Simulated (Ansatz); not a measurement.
# CuO (P4_2/mmc) in Ansatz: notebook

Runs on CuO. Level: PBE. Tasks: single point.

Program: Ansatz 0.2.0. These are calculated values, not measurements. Logs are shortened: lines on timing, memory, paths and dates and some standing lists are left out, and cuts for length are marked.

## (1) The crystal as given

It takes space group P4_2/mmc (No. 131, tetragonal). The conventional cell has a = 3.422 Å, b = 3.422 Å, c = 4.260 Å, α = 90.00°, β = 90.00°, γ = 90.00°. Cu (site symmetry mmm) has 4 O at 2.02 Å as nearest neighbours. O (site symmetry -4m2) is surrounded by 4 Cu at 2.02 Å and 2 O at 2.13 Å.

Measurements of this composition are mostly on another form, of space group No. 15.

## (2) Single point, PBE, 11.72 Å³/atom (volume scaled by 0.94)

The input, input.yaml:

```yaml
crystal:
  lattice:
    - [3.3521935935, 0.0, 0.0]
    - [0.0, 3.3521935935, 0.0]
    - [0.0, 0.0, 4.1734888825]
  atoms:
    - { symbol: Cu, position: [0.0, 0.5, 0.0] }
    - { symbol: Cu, position: [0.5, 0.0, 0.5] }
    - { symbol: O, position: [0.0, 0.0, 0.25] }
    - { symbol: O, position: [0.0, 0.0, 0.75] }
kpoints:
  mp_grid: { grid: [8, 8, 6] }
scf:
  occupations: { method: fermi_dirac, width: 0.05 }
hamiltonian:
  xc: pbe
  pseudopotentials: { kind: all_electron, lapw: { basis_error: 0.001 } }
output:
  forces: true
  stress: true
  eigenvalues: true
```

Potentials or basis: all-electron LAPW, scalar-relativistic.

Launch:

```bash
$ ansatz run input.yaml --threads 2 --pin off --max-ram 6144MiB --backend cpu --events-out ev --progress --plain --runs-dir out
```

Standard output:

```text
Warning: RAYON_NUM_THREADS=2 ignored (pool sized by the plan → 2); use --threads N
LAPW: plane waves up to 10.602 Å⁻¹, error target 1.0e-3 eV per atom; small_component_spin mean_spin; O in spheres of 0.887 Å, 8 of its electrons in bands, Dirac shells []; Cu in spheres of 1.088 Å, 19 of its electrons in bands, Dirac shells [] (how accurate: hamiltonian.pseudopotentials.lapw.basis_error, Limitations)
Engine: ansatz 0.2.0, x86_64-unknown-linux-gnu
Pseudopotentials: kind: all_electron
Pseudopotential: Cu, LAPW, valence charge 19, lapw/all_electron/scalar/gaussian/Cu, Koelling and Harmon's equation, gaussian nucleus
Pseudopotential: O, LAPW, valence charge 8, lapw/all_electron/scalar/gaussian/O, Koelling and Harmon's equation, gaussian nucleus
Functional definition: PBE
  parameter kappa = 0.804
  parameter beta = 0.06672455060314922
  exchange = pbe_x(kappa = kappa, mu = beta*pi^2/3)
  correlation = pbe_c(beta = beta)
Crystal: 4 atoms, lattice volume = 46.898 Å³
Basis set: ecut = 428.2814644682465 eV, 943 PW (Γ), exchange–correlation at level 2
Bands: 33, of which v1, the nominal top of the filled ones, is band 27 counted from 1 (26 counted from 0)
Symmetry: 16 space group operations
Space group: P42/mmc (ITA 131), of the structure as read, at distance tolerance 3.6e-5 Å
k-points: 60 of 384
Non-local potential: Cu, projectors of the file, none
Non-local potential: O, projectors of the file, none
Initial density: superposition of atomic densities (chi_scale 0.1, normalization cell, long waves kept (reshape's long-wave potential 0.01 eV rms))
Initial wavefunctions: plane waves of lowest kinetic energy (no species holds an atomic orbital)
Functional: x = pbe(κ = 0.804, μ = 0.2195149727645171), c = pbe(β = 0.06672455060314922)
iter 1 solved again at ethr=2.82e-2 eV; its pass at ethr=1.00e-1 eV (dr2=1.52e1 eV) is discarded
SCF iter   1: F=—  HF=-94167.968666 eV  |F-HF|=—  |Δ(HF+E_count)|=         —  Δρ=1.64e-1  dr2=1.52e1  ethr=2.82e-2  ⟨swp⟩=2.0  Hψ=12366  notcnv=0
preconditioner: auto → LDOS  [metal: Δε(μ)=0.026 eV  Ē_g=11.090 eV  σ=0.050 eV  W_gap=0.13  n_scr=18 (ndim 8)  ℏωp=31.6 eV  f_vac=0.063  D(μ)=3.51/eV (n_scr^D=36)  β→1.0]
SCF iter   2: F=—  HF=-94161.743080 eV  |F-HF|=—  |Δ(HF+E_count)|=    6.23e0  Δρ=5.20e-2  dr2=1.81e0  ethr=2.82e-2  ⟨swp⟩=2.0  Hψ=5940  notcnv=0
SCF iter   3: F=—  HF=-94162.212539 eV  |F-HF|=—  |Δ(HF+E_count)|=   4.69e-1  Δρ=3.26e-2  dr2=5.26e-1  ethr=3.35e-3  ⟨swp⟩=3.0  Hψ=6390  notcnv=0
iter 4 solved again at ethr=1.94e-5 eV; its pass at ethr=9.74e-4 eV (dr2=1.05e-2 eV) is discarded
SCF iter   4: F=—  HF=-94161.171173 eV  |F-HF|=—  |Δ(HF+E_count)|=    1.04e0  Δρ=7.39e-3  dr2=1.04e-2  ethr=1.94e-5  ⟨swp⟩=2.0  Hψ=10334  notcnv=0
SCF iter   5: F=—  HF=-94161.195118 eV  |F-HF|=—  |Δ(HF+E_count)|=         —  Δρ=1.67e-3  dr2=1.62e-3  ethr=1.93e-5  ⟨swp⟩=3.0  Hψ=6261  notcnv=0
the basis was enlarged: its passes take 694.7 KiB over the memory plan, 2 of 2 planned eigensolver slots
SCF iter   6: F=—  HF=-94161.195118 eV  |F-HF|=—  |Δ(HF+E_count)|=   4.28e-7  Δρ=3.47e-4  dr2=5.63e-5  ethr=3.00e-6  ⟨swp⟩=2.0  Hψ=5725  notcnv=0
SCF iter   7: F=—  HF=-94161.195131 eV  |F-HF|=—  |Δ(HF+E_count)|=   1.31e-5  Δρ=3.82e-5  dr2=5.07e-7  ethr=1.04e-7  ⟨swp⟩=2.0  Hψ=5727  notcnv=0
SCF iter   8: F=-94161.195133 eV  HF=-94161.195133 eV  |F-HF|=5.65e-9  |Δ(HF+E_count)|=   2.19e-6  Δρ=5.76e-6  dr2=8.95e-9  ethr=9.39e-10  ⟨swp⟩=3.0  Hψ=5909  notcnv=0
SCF 1 converged in 8 iterations: F = -94161.195133 eV  dr2 = 8.95e-9
SCF converged after 8 iterations
Free energy (F): -94161.195133 eV
Harris-Foulkes:  -94161.195133 eV  (|F-HF|=5.65e-9)
Internal energy: -94161.176661 eV  (E = F + TS)
E sigma→0 (E₀):  -94161.185897 eV
Entropy (-TS):   -0.018472 eV (-4.618 meV/atom)
Fermi energy:    10.325188 eV
--- Per-component energies (eV) ---
  E_band       = -2944.693103
  E_kinetic    = 95706.951451
  E_xc         = -4142.955902
  E_electrostatic = -185725.172210  (all electrons and nuclei)
  E_smearing   = -0.018472  (= −TS)
  E_closure    = 0.000000  (closes the sum)
  E_atoms      = -94142.871920  (free atoms, spherical and without spin; not in F)
  Σ components = -94161.195133   (vs F -94161.195133, Δ=0.00e0)
  Basis errors (estimates in eV, not in F): energy 4.5e-4 per atom: plane waves 4.1e-4 (2.4e-4 summed), levels above the bands 6.5e-82, relativity 1.3e-7, radial functions 3.9e-5, core shells 4.1e-9; eigenvalues (radial functions only) 5.1e-6; not estimated: angular momenta, meshes, grids; target (lapw.basis_error) 1.0e-3; muffin-tin radii O 0.887 Å, Cu 1.088 Å
--- Forces (eV/Å), atoms counted from 1 ---
  atom   1  Cu    -0.00000000    -0.00000000    -0.00000000
  atom   2  Cu    -0.00000000    -0.00000000     0.00000000
  atom   3  O     -0.00000000     0.00000000    -0.00000000
  atom   4  O      0.00000000     0.00000000     0.00000000
  max |Σ_I F_I| component: 6.94e-18 eV/Å
--- Stress (GPa, compression-positive) ---
       -8.691060       0.000000      -0.000000
        0.000000      -8.691060      -0.000000
       -0.000000      -0.000000      33.369816
  P = ⅓ Tr σ = 5.3292 GPa (53.292 kbar)
--- Band table (eV; the first three rows and the last of 60) ---
  k-point 0: bands = ["-496.7662", "-496.7662", "-102.3869", "-102.3862", "-59.8901", "-59.8901", "-59.7890", "-59.7823", "-59.6302", "-59.6302", "-10.3561", "-7.2464", "1.7813", "4.6249", "4.6249", "5.1887", "5.1887", "6.2925", "7.2571", "7.5477", "7.7671", "7.8815", "7.8815", "7.9054", "8.9856", "10.7427", "10.8731", "11.0388", "11.0388", "16.4695", "17.8450", "19.9802", "21.8111"]
  k-point 1: bands = ["-496.7662", "-496.7662", "-102.3868", "-102.3863", "-59.8901", "-59.8901", "-59.7885", "-59.7827", "-59.6302", "-59.6302", "-10.2067", "-7.5602", "2.3234", "4.4908", "4.4908", "5.3484", "5.3484", "6.4101", "7.2738", "7.5715", "7.6748", "7.8813", "7.9539", "7.9539", "8.9123", "9.7923", "10.8658", "10.8658", "11.4742", "15.0954", "18.7023", "21.1663", "21.9458"]
  k-point 2: bands = ["-496.7662", "-496.7662", "-102.3867", "-102.3864", "-59.8901", "-59.8901", "-59.7873", "-59.7840", "-59.6302", "-59.6302", "-9.7721", "-8.2907", "3.7021", "4.3183", "4.3183", "5.5684", "5.5684", "6.6090", "7.1873", "7.2801", "7.6366", "7.8155", "8.1392", "8.1392", "8.7169", "8.8023", "10.4882", "10.4882", "11.9710", "13.5934", "19.4005", "21.5689", "22.2657"]
  k-point 59: bands = ["-496.7662", "-496.7662", "-102.3864", "-102.3864", "-59.8925", "-59.8925", "-59.7853", "-59.7853", "-59.6315", "-59.6315", "-8.7370", "-8.7370", "4.1597", "4.1597", "4.4046", "4.4046", "5.8931", "5.8931", "7.3608", "7.3608", "7.6440", "7.6440", "8.3964", "8.3964", "8.5971", "8.5971", "9.1441", "9.1441", "13.7125", "13.7125", "19.0910", "19.0910", "19.5524"]
```

It took 66 s on 2 threads of AMD EPYC (Zen 3), shared host; peak memory 0.6 GiB.

What came out:

| Quantity | Value |
| --- | --- |
| Free energy | -94161.1951 eV |
| Pressure | 5.3 GPa |
| Band gap on the k mesh | none (metal or under the smearing width) |

Caveat: the run has no spin polarisation, though such a crystal can be magnetic; semilocal functionals often make such compounds metallic where correlation or magnetic order opens a gap, which also shifts bond lengths.

## (3) Single point, PBE, 11.97 Å³/atom (volume scaled by 0.96)

input.yaml: that of step 2 with these lines changed.

```diff
@@ -2,5 +2,5 @@
   lattice:
-    - [3.3521935935, 0.0, 0.0]
-    - [0.0, 3.3521935935, 0.0]
-    - [0.0, 0.0, 4.1734888825]
+    - [3.3758013685, 0.0, 0.0]
+    - [0.0, 3.3758013685, 0.0]
+    - [0.0, 0.0, 4.2028806177]
   atoms:
```

Potentials or basis: all-electron LAPW, scalar-relativistic.

Launch:

```bash
$ ansatz run input.yaml --threads 2 --pin off --max-ram 6144MiB --backend cpu --events-out ev --progress --plain --runs-dir out
```

It took 59 s on 2 threads of AMD EPYC (Zen 3), shared host; peak memory 0.6 GiB.

It converged, with:

```
Free energy            : -94161.2187 eV
Pressure               : 2.3 GPa
Band gap on the k mesh : none (metal or under the smearing width)
```

Caveat: the run has no spin polarisation, though such a crystal can be magnetic; semilocal functionals often make such compounds metallic where correlation or magnetic order opens a gap, which also shifts bond lengths.

## (4) Single point, PBE, 12.22 Å³/atom (volume scaled by 0.98)

input.yaml: that of step 3 with these lines changed.

```diff
@@ -2,5 +2,5 @@
   lattice:
-    - [3.3758013685, 0.0, 0.0]
-    - [0.0, 3.3758013685, 0.0]
-    - [0.0, 0.0, 4.2028806177]
+    - [3.3990834929, 0.0, 0.0]
+    - [0.0, 3.3990834929, 0.0]
+    - [0.0, 0.0, 4.2318669172]
   atoms:
```

Launch:

```bash
$ ansatz run input.yaml --threads 2 --pin off --max-ram 6144MiB --backend cpu --events-out ev --progress --plain --runs-dir out
```

Wall time 63 s (2 threads of AMD EPYC (Zen 3), shared host); peak memory 0.6 GiB.

The run converged. Its results:

* Free energy: -94161.2246 eV
* Pressure: -0.4 GPa
* Band gap on the k mesh: none (metal or under the smearing width)

Caveat: the run has no spin polarisation, though such a crystal can be magnetic; semilocal functionals often make such compounds metallic where correlation or magnetic order opens a gap, which also shifts bond lengths.

## (5) Single point, PBE, 12.47 Å³/atom

input.yaml: that of step 4 with these lines changed.

```diff
@@ -2,5 +2,5 @@
   lattice:
-    - [3.3990834929, 0.0, 0.0]
-    - [0.0, 3.3990834929, 0.0]
-    - [0.0, 0.0, 4.2318669172]
+    - [3.42205097, 0.0, 0.0]
+    - [0.0, 3.42205097, 0.0]
+    - [0.0, 0.0, 4.26046148]
   atoms:
```

Launch:

```bash
$ ansatz run input.yaml --threads 2 --pin off --max-ram 6144MiB --backend cpu --events-out ev --progress --plain --runs-dir out
```

Wall time 64 s (2 threads of AMD EPYC (Zen 3), shared host); peak memory 0.6 GiB.

Results (log left out):

| Item | Value |
| --- | --- |
| Free energy | -94161.2146 eV |
| Pressure | -2.8 GPa |
| Band gap on the k mesh | none (metal or under the smearing width) |

Caveat: the run has no spin polarisation, though such a crystal can be magnetic; semilocal functionals often make such compounds metallic where correlation or magnetic order opens a gap, which also shifts bond lengths.

## (6) Single point, PBE, 12.72 Å³/atom (volume scaled by 1.02)

input.yaml: that of step 5 with these lines changed.

```diff
@@ -2,5 +2,5 @@
   lattice:
-    - [3.42205097, 0.0, 0.0]
-    - [0.0, 3.42205097, 0.0]
-    - [0.0, 0.0, 4.26046148]
+    - [3.4447142197, 0.0, 0.0]
+    - [0.0, 3.4447142197, 0.0]
+    - [0.0, 0.0, 4.288677279]
   atoms:
```

Potentials or basis: all-electron LAPW, scalar-relativistic.

Launch:

```bash
$ ansatz run input.yaml --threads 2 --pin off --max-ram 6144MiB --backend cpu --events-out ev --progress --plain --runs-dir out
```

Run time: 67 s. Hardware: 2 threads of AMD EPYC (Zen 3), shared host; peak memory 0.6 GiB.

The run converged. Its results:

```
Free energy            : -94161.1905 eV
Pressure               : -4.9 GPa
Band gap on the k mesh : none (metal or under the smearing width)
```

Caveat: the run has no spin polarisation, though such a crystal can be magnetic; semilocal functionals often make such compounds metallic where correlation or magnetic order opens a gap, which also shifts bond lengths.

## (7) Single point, PBE, 12.97 Å³/atom (volume scaled by 1.04)

input.yaml: that of step 6 with these lines changed.

```diff
@@ -2,5 +2,5 @@
   lattice:
-    - [3.4447142197, 0.0, 0.0]
-    - [0.0, 3.4447142197, 0.0]
-    - [0.0, 0.0, 4.288677279]
+    - [3.4670831206, 0.0, 0.0]
+    - [0.0, 3.4670831206, 0.0]
+    - [0.0, 0.0, 4.3165266131]
   atoms:
```

Launch:

```bash
$ ansatz run input.yaml --threads 2 --pin off --max-ram 6144MiB --backend cpu --events-out ev --progress --plain --runs-dir out
```

Wall time 64 s (2 threads of AMD EPYC (Zen 3), shared host); peak memory 0.6 GiB.

It converged, with:

| Quantity | Value |
| --- | --- |
| Free energy | -94161.1539 eV |
| Pressure | -6.8 GPa |
| Band gap on the k mesh | none (metal or under the smearing width) |

Caveat: the run has no spin polarisation, though such a crystal can be magnetic; semilocal functionals often make such compounds metallic where correlation or magnetic order opens a gap, which also shifts bond lengths.

## (8) Single point, PBE, 13.22 Å³/atom (volume scaled by 1.06)

input.yaml: that of step 7 with these lines changed.

```diff
@@ -2,5 +2,5 @@
   lattice:
-    - [3.4670831206, 0.0, 0.0]
-    - [0.0, 3.4670831206, 0.0]
-    - [0.0, 0.0, 4.3165266131]
+    - [3.489167048, 0.0, 0.0]
+    - [0.0, 3.489167048, 0.0]
+    - [0.0, 0.0, 4.3440211544]
   atoms:
```

Launch:

```bash
$ ansatz run input.yaml --threads 2 --pin off --max-ram 6144MiB --backend cpu --events-out ev --progress --plain --runs-dir out
```

It took 53 s on 2 threads of AMD EPYC (Zen 3), shared host; peak memory 0.6 GiB.

The run converged. Its results:

```
Free energy            : -94161.1062 eV
Pressure               : -8.5 GPa
Band gap on the k mesh : none (metal or under the smearing width)
```

Caveat: the run has no spin polarisation, though such a crystal can be magnetic; semilocal functionals often make such compounds metallic where correlation or magnetic order opens a gap, which also shifts bond lengths.
